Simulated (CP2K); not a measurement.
The system is Na2S.

```
S Na
1.0
     4.62943    0.00000    0.00000
     2.31471    4.00920    0.00000
     2.31471    1.33640    3.77991
S Na
1 2
Direct
  0.00000 0.00000 0.00000
  0.75000 0.75000 0.75000
  0.25000 0.25000 0.25000
```

Base run:

| Property | Result |
| --- | --- |
| Program | CP2K 2026.2 |
| Functional | PBEsol |
| Potentials or basis | POTENTIAL_UZH S GTH-PBE-q6, Na GTH-PBE-q9; TZVP-MOLOPT-PBE-GTH basis |
| Density cutoff | 18368 eV |
| k mesh | 7 × 7 × 7 |
| Occupations | fermi-dirac, width 0.05 eV |
| Spin | no spin polarisation |

Its results: band gap on the k mesh 2.30 eV, direct; pressure 0.0 GPa.

**Question.** The run is repeated on the same cell with these changes: functional from PBEsol to PBE. What comes out?

**Answer.** Band gap on the k mesh 2.42 eV, direct; pressure 0.7 GPa.

PBE binds less tightly than PBEsol, so the same cell stands under more pressure.

Caveats: the basis of atomic orbitals isn't converged, which shifts pressures, moduli and gaps; the potentials were made for another functional, which shifts forces and pressure (some runs); an odd mesh through Γ misses points on the zone boundary, where band edges often lie (some runs).

Not every run made on this cell is shown here.
